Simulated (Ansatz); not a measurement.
**MnO2: single point with PBEsol**

MnO2:

```
Mn O
1.0
     4.40042    0.00000    0.00000
     0.00000    4.40042    0.00000
     0.00000    0.00000    2.86708
Mn O
2 4
Cartesian
  2.1573 2.1638 1.4078
  0.0442 -0.0267 -0.0328
  3.5859 0.8463 1.4938
  3.0663 3.0924 -0.0437
  0.8674 3.4941 1.4032
  1.3359 1.2744 0.0326
```

The cell is a database's computed one.

The cell isn't the ideal one: atoms moved at random, drawn with an rms of 0.05 Å.

- Program: Ansatz 0.2.0
- Task: single point
- Functional: PBEsol
- Potentials or basis: Ansatz PAW
- Cutoff: 420 eV (not typed: the program's choice for these potentials)
- k mesh: 6 × 6 × 9
- Occupations: fermi-dirac, width 0.05 eV
- Spin: collinear spin, ferromagnetic start
- Starting moments: [4.0, 4.0, 0.0, 0.0, 0.0, 0.0] μB

```yaml
Pressure: -6.2 GPa
Largest_force: 1.615 eV/Å
Band_gap_on_the_k_mesh: none (metal or under the smearing width)
Net_moment: 0.04 μB per cell
Absolute_moment: 5.34 μB per cell
Site_moments: Mn +2.15, -2.09; O -0.06, +0.03, -0.03, +0.04 μB
```

Forces in eV/Å, atoms in the order of the input:
```
Mn   1.474  0.560  0.348
Mn  -1.013 -0.222  0.454
O   -0.290  0.242 -0.957
O   -0.784 -0.992  0.443
O    0.053 -0.112  0.260
O    0.559  0.523 -0.548
```

Stress tensor (GPa, compression positive):
```
-4.35  0.00  2.69
 0.00 -5.39 -0.20
 2.69 -0.20 -8.74
```

Levels at points of the mesh, in eV from the Fermi level:
Spin up:
```csv
k point,band 23,band 24,band 25,band 26,band 27,band 28,band 29,band 30,band 31,band 32
"(0.00, 0.00, 0.00)",-1.65,-1.62,-1.24,-1.14,-0.51,-0.26,0.21,1.13,1.95,2.97
"(0.00, -0.50, 0.00)",-1.95,-1.55,-1.41,-1.25,-0.55,0.78,1.16,1.74,2.12,2.42
"(-0.50, 0.00, 0.00)",-1.96,-1.78,-1.32,-1.26,-0.58,0.78,1.17,1.73,2.14,2.37
"(-0.50, -0.50, 0.00)",-2.45,-2.27,-2.15,-1.96,-0.35,0.11,0.24,2.12,2.14,2.97
```
Spin down:
```
             k point  band 25  band 26  band 27  band 28  band 29  band 30
  (0.00, 0.00, 0.00)    -1.21    -1.16    -0.48    -0.25     0.36     1.14
 (0.00, -0.50, 0.00)    -1.37    -1.06    -0.42     0.63     1.11     1.67
 (-0.50, 0.00, 0.00)    -1.34    -1.04    -0.45     0.64     1.11     1.66
(-0.50, -0.50, 0.00)    -2.05    -1.95    -0.31     0.24     0.36     2.05
```

Wall time 120 s on 2 threads of Arm Neoverse V1, with other jobs on the host, peak memory 1 GiB.

Caveat: the pressure holds a Pulay correction of +1.0 GPa for the finite cutoff; semilocal functionals often make such compounds metallic where correlation or magnetic order opens a gap, which also shifts bond lengths; the PAW data sets come from PBE, with cores solved anew for the run's functional, which leaves a small shift of forces and pressure; the starting moments weren't kept.
